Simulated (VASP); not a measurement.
Bi2Te2Se:

```
Bi Te Se
1.0
     2.16097    1.24764   10.58557
    -2.16097    1.24764   10.58557
     0.00000   -2.49527   10.58557
Bi Te Se
2 2 1
Direct
  0.39172 0.39172 0.39172
  0.60828 0.60828 0.60828
  0.78040 0.78040 0.78040
  0.21960 0.21960 0.21960
  0.00000 0.00000 0.00000
```

The cell is a database's computed one.

```yaml
Program: VASP 6.6.1
Task: single point
Functional: PBEsol
Potentials_or_basis: VASP PAW PBE potentials, release 64 (Bi_d, Te, Se)
Cutoff: 520 eV
k_mesh: 7 × 7 × 7
Occupations: fermi-dirac, width 0.05 eV
Spin: no spin polarisation
```

On this cell: pressure -1.4 GPa; largest force 0.063 eV/Å; band gap on the k mesh 0.40 eV, direct.

The same run follows on a disturbed copy (atoms moved at random, drawn with an rms of 0.05 Å):

```
Bi Te Se
1.0
     2.16097    1.24764   10.58557
    -2.16097    1.24764   10.58557
     0.00000   -2.49527   10.58557
Bi Te Se
2 2 1
Direct
  0.39899 0.39065 0.38552
  0.61450 0.60721 0.59921
  0.78053 0.77699 0.78555
  0.21211 0.22366 0.22110
  0.99463 0.99982 0.00807
```

**Question.** What changes?

**Answer.** The energy moves by +3.3 meV/atom; pressure -1.6 GPa; largest force 0.341 eV/Å; band gap on the k mesh 0.41 eV, direct.

Forces on the atoms (eV/Å):
```
Bi  -0.012 -0.086  0.038
Bi  -0.104 -0.078  0.315
Te  -0.018  0.064 -0.090
Te   0.120  0.057 -0.088
Se   0.014  0.043 -0.175
```

Stress tensor (GPa, compression positive):
```
-1.49  0.16 -0.29
 0.16 -1.49  0.01
-0.29  0.01 -1.68
```

Caveats: the PAW data sets were made with another functional, which shifts forces and pressure a little; spin-orbit coupling is left out, which as a rule narrows the gap of such compounds by several tenths of an eV; an odd mesh through Γ misses points on the zone boundary, where band edges often lie.
